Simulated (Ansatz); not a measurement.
## How far is PAW off for Tl?

```yaml
crystal:
  lattice:
    - [0.00000, 2.16500, 2.16500]
    - [2.16500, 0.00000, 2.16500]
    - [2.16500, 2.16500, 0.00000]
  atoms:
    - { symbol: Tl, position: [0.00000, 0.00000, 0.00000] }
```

The conventional cell has a = 4.330 Å, b = 4.330 Å, c = 4.330 Å, α = 90.00°, β = 90.00°, γ = 90.00°. Tl (atom 1) is surrounded by 12 Tl at 3.06 Å.

The cell comes from COD entry 2300517, which wasn't checked; take it as a given geometry.

No spin–orbit coupling, which matters for the heavy atoms here.

All numbers are computed: DFT, PBE, PAW with Ansatz's default frozen-core files, scalar-relativistic (Ansatz 0.2.0); DFT, PBE, all-electron PAW with datasets made for the crystal, scalar-relativistic (Ansatz 0.2.0); DFT, PBE, all-electron LAPW, scalar-relativistic (Ansatz 0.2.0).

For PAW: a Γ-centred 16×16×16 k mesh, Fermi–Dirac smearing of 0.05 eV, cutoff 420 eV, no spin polarisation. The crystal-made all-electron datasets (AE datasets) take a cutoff of 260 eV at this cell. LAPW targets a basis error of 1 meV/atom. The Ansatz runs share mesh, smearing and spin set-up. Plane-wave (PAW) pressures include the program's estimate of the Pulay term.

Stress and pressure are positive in compression.

Levels count from the Fermi level.

| quantity | PAW | AE datasets | LAPW |
| --- | --- | --- | --- |
| pressure (GPa) | 37.47 | 37.47 | 37.48 |
| highest filled level at X (eV) | -2.702 | -2.702 | -2.702 |
| lowest empty level at X (eV) | 4.490 | 4.490 | 4.490 |
| highest filled level at Γ (eV) | -11.981 | -11.983 | -11.983 |
| lowest empty level at Γ (eV) | 10.875 | 10.876 | 10.876 |
| highest filled level at L (eV) | -4.837 | -4.836 | -4.836 |
| lowest empty level at L (eV) | 10.325 | 10.325 | 10.325 |

PAW's pressure differs from the LAPW value by about 0.01 GPa or less. Datasets made for the crystal and LAPW share parts of one code, so their agreement isn't an independent check.
